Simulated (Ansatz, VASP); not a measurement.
**Cr in VASP and in Ansatz**

```xyz
2
Lattice="2.5069 0.0000 0.0000 -1.2535 2.1710 0.0000 0.0000 0.0000 4.4782" Properties=species:S:1:pos:R:3 pbc="T T T"
Cr    0.0000    1.4474    1.1196
Cr    1.2535    0.7237    3.3587
```

Alike in both runs: functional RPBE; k mesh 14 × 14 × 8; occupations fermi-dirac, width 0.1 eV; no spin polarisation.

Ansatz relaxed the structure, and its values are those at the end. VASP's run is a single point on that final structure, the one shown.

|  | VASP | Ansatz |
| --- | --- | --- |
| version | VASP 6.6.1 | Ansatz 0.2.0 |
| potentials or method | VASP PAW PBE potentials, release 64 (Cr_pv) | plane waves (420 eV) with PAW, scalar-relativistic |
| plane-wave cutoff (eV) | 520 | 420 |
| valence electrons in the cell | 24 | 28 |

```tsv
	VASP	Ansatz	Ansatz less VASP
pressure (GPa)	-0.3	0.0	+0.34
```

The functional is the same, so the differences come from potentials, cutoffs and numerics. The two sets of potentials don't hold the same shells in valence.

Caveats: the PAW data sets were made with another functional, which shifts forces and pressure a little (VASP); the run has no spin polarisation, though such a crystal can be magnetic. Spin polarisation is off, so any magnetic state and its effect on volume and gap are missing.
